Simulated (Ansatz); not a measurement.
**CoSn: reading a single point**

```
CELL_PARAMETERS angstrom
5.05741 0.00000 0.00000
0.00000 3.11075 0.00000
-1.89574 0.00000 7.33027
ATOMIC_POSITIONS crystal
Co 0.26300 0.50000 0.33600
Co 0.73700 0.50000 0.66400
Sn 0.23400 0.00000 0.66000
Sn 0.76600 0.00000 0.34000
Co 0.50000 0.50000 0.00000
Sn 0.00000 0.00000 0.00000
```

Method: PBE, no spin polarisation; PAW, plane waves to 420 eV, 5×8×4 Γ-centred mesh, gaussian occupations (width 0.0214 eV) (Ansatz 0.2.0), atoms fixed.

Question: Is there a gap?

Answer: It is a metal, with about 8.3 states/eV a cell as the mean within 0.25 eV of the Fermi level, mostly Co d (85 %).

Question: Is it stable against the elements?

Answer: 0.52 eV an atom against the elements' usual phases (free molecules for gases, crystals otherwise, with no correction for O₂ or N₂), so at this geometry it isn't bound against them. Relaxing would lower it.

Question: Describe some of the short contacts.

Answer: Sn–Sn at 2.93 Å: least valence density 0.25 e/Å³ and ELF 0.36 there. Co–Sn at 2.94 Å: least valence density 0.21 e/Å³ and ELF 0.34 there. Co–Co at 2.99 Å: least valence density 0.17 e/Å³ and ELF 0.30 there. Both are smooth PAW fields, read partly inside the augmentation spheres.

Question: Where is the largest force?

Answer: The largest is on Sn4 (and as large on other atoms): 1.32 eV/Å, components (-1.28, 0.00, -0.32). It makes 141° with the line to a nearest neighbour, Sn3 at 2.93 Å, pointing away from it.

Question: What does the stress say?

Answer: The pressure is -14.7 GPa (compression positive), so with the atoms held at these fractions the cell would first shrink; the forces are large, so a full relaxation may end otherwise. The principal stresses -17.6, -13.6, -13.0 GPa differ, so its shape would change too.

Question: How is the charge shared?

Answer: Bader charges in e: Co -0.15, Sn +0.15. In the mean Sn gives up most and Co takes most, against the order of Pauling's electronegativities.

Origin: a known structure type with other elements, at an estimated volume, so it need not be a known compound. Caveats: no spin polarisation, so a magnetic state may lie lower.
